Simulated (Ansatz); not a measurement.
# TiAl3 (I4/mmm) in Ansatz: equation of state

How stiff is TiAl3 in PBEsol, and what volume does it want? The cell is scaled to several volumes.

All numbers are computed with Ansatz 0.2.0; they aren't measurements. Logs are shortened: lines on timing, memory, paths and dates and some standing lists are left out, and cuts for length are marked.

## 1. The structure

The structure is tetragonal, space group I4/mmm (No. 139). The conventional cell has a = 3.822 Å, b = 3.822 Å, c = 8.561 Å, α = 90.00°, β = 90.00°, γ = 90.00°. Around Ti (site symmetry 4/mmm) lie 12 Al at 2.70 to 2.87 Å. Al (site symmetry -4m2) is surrounded by 8 Al at 2.70 to 2.87 Å and 4 Ti at 2.87 Å. Al (site symmetry 4/mmm) has 4 Ti at 2.70 Å and 8 Al at 2.87 Å as nearest neighbours.

The cell comes from a database or a generator and needn't be the stable form of this composition.

## 2. Equation of state, PBEsol

Potentials or basis: all-electron LAPW, scalar-relativistic.

No new run: the results of the series are fitted here.

What came out:

| Item | Value |
| --- | --- |
| Equilibrium volume | 15.56 Å³/atom |
| Bulk modulus at fixed shape and positions | 111 GPa |
| Pressure derivative of the bulk modulus | 4.0 |

Energy against volume, from the lowest point:
```
volume (Å³/atom)  energy (meV/atom)
          14.696              18.14
          15.009               7.04
          15.322               1.16
          15.634               0.00
          15.947               3.10
          16.260              10.05
          16.572              20.48
```

Caveat: the cell was scaled at fixed shape and fractional positions, which overstates the stiffness of a crystal with free parameters, most of all of layers and chains.
